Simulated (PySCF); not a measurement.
How good is the calculation?

Geometry:
| atom | x (Å) | y (Å) | z (Å) |
| --- | --- | --- | --- |
| C1 | -1.541 | 0.025 | 0.327 |
| C2 | -0.161 | -0.535 | 0.023 |
| C3 | 0.818 | 0.552 | -0.378 |
| S4 | 2.465 | -0.049 | -0.826 |
| H5 | -1.964 | 0.529 | -0.546 |
| H6 | -1.503 | 0.751 | 1.143 |
| H7 | -2.233 | -0.768 | 0.620 |
| H8 | -0.217 | -1.277 | -0.779 |
| H9 | 0.228 | -1.061 | 0.901 |
| H10 | 0.909 | 1.307 | 0.407 |
| H11 | 0.466 | 1.070 | -1.274 |
| H12 | 2.772 | -0.579 | 0.369 |

The experiment to reproduce: δ ¹³C C2 27.6; C3 26.4; C1 12.6; δ ¹H H10/H11 2.50; H8/H9 1.63; H5/H6/H7 0.99 ppm (measured; solution, not stated per compound (mostly CDCl3 or CCl4); Pretsch, Buehlmann, Badertscher, Structure Determination of Organic Compounds, 4th ed. (2009)).

Method: geometry: PBE0-D3(BJ)/def2-TZVP, KT3/pcSseg-2 with gauge-including orbitals, in PySCF 2.14 (single conformer, rapidly exchanging positions averaged, no solvent model, non-relativistic).

(1) Set the calculated values beside the experiment.

(2) How far are the unscaled ¹³C shifts from the references?

(3) How far are the unscaled ¹H shifts from the references?

Results:

(1) 
Reference values: measured (solution, not stated per compound (mostly CDCl3 or CCl4); Pretsch, Buehlmann, Badertscher, Structure Determination of Organic Compounds, 4th ed. (2009)).
```csv
atoms,quantity,reference,computed,"computed, scaled"
C2,δ ¹³C,27.6,38.0,35.4
C3,δ ¹³C,26.4,35.4,27.8
C1,δ ¹³C,12.6,17.3,13.8
H10/H11,δ ¹H,2.50,2.39,2.37
H8/H9,δ ¹H,1.63,1.62,1.62
H5/H6/H7,δ ¹H,0.99,0.99,1.01
```

Computed shifts are σ(ref) − σ with the named reference compound (TMS for H and C) calculated as an isolated molecule at the same level. The measured values may be among those fitted. Expected solution values come from regression of measured δ (H and C: mostly CDCl3, vs TMS) on computed σ: ¹³C (scatter 3.0 ppm rms, 3.0 ppm with the 1 outlier that the fit left out, with a fitted term for attached S); ¹H (scatter 0.14 ppm rms, 0.16 ppm with the 4 outliers that the fit left out). Occasional misses reach two or three times the rms, and more in compound classes unlike the fitted ones. Hydrogens on heteroatoms aren't scaled, only referred to computed TMS.

(2) Mean signed difference +8.03 ppm, mean absolute 8.03 ppm over 3 comparisons; the largest is +10.4 ppm at C2 (sp3 CH2).

(3) Mean signed difference -0.04 ppm, mean absolute 0.04 ppm over 3 comparisons; the largest is -0.11 ppm at H10/H11 (hydrogen on an sp3 CH2 bonded to S).
